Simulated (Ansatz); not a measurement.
The system is SiC (Moissanite).

```
Si C
1.0
     3.07600    0.00000    0.00000
    -1.53800    2.66389    0.00000
     0.00000    0.00000    5.04800
Si C
2 2
Direct
  0.66667 0.33333 0.50000
  0.33333 0.66667 0.00000
  0.66667 0.33333 0.88500
  0.33333 0.66667 0.38500
```

* Program: Ansatz 0.2.0
* Task: relaxation of cell and atoms
* Functional: r2SCAN
* Dispersion: D3(BJ)
* Potentials or basis: Ansatz PAW
* Cutoff: 500 eV (not typed: the program's choice for these potentials)
* k mesh: 10 × 10 × 5
* Occupations: fermi-dirac, width 0.05 eV
* Spin: no spin polarisation

At the start: volume 10.34 Å³/atom.

Problem. Where does the relaxation end?

Solution. It ends after 5 steps and the volume is 10.24 Å³/atom (-1.0 %); space group P6_3mc (No. 186, to 0.05 Å).

The path:
```tsv
step	energy change (eV)	largest force (eV/Å)	volume (Å³)
1	0.0000	0.7722	41.36
2	-0.0243	0.4215	41.15
3	-0.0401	0.0030	40.94
4	-0.0401	0.0002	40.95
5	-0.0400	0.0002	40.95
```

Final structure:
```yaml
crystal:
  lattice:
    - [3.06552, 0.00000, 0.00000]
    - [-1.53276, 2.65482, 0.00000]
    - [0.00000, 0.00000, 5.03158]
  atoms:
    - { symbol: Si, position: [0.66667, 0.33333, 0.50460] }
    - { symbol: Si, position: [0.33333, 0.66667, 0.00460] }
    - { symbol: C, position: [0.66667, 0.33333, 0.88040] }
    - { symbol: C, position: [0.33333, 0.66667, 0.38040] }
```

Caveat: the plane-wave basis is chosen anew once the cell has moved, so the energies of steps on either side of that aren't comparable; the PAW data sets come from PBE, with cores solved anew for the run's functional, which leaves a small shift of forces and pressure; the dispersion damping was fitted for another functional or another form of the correction.
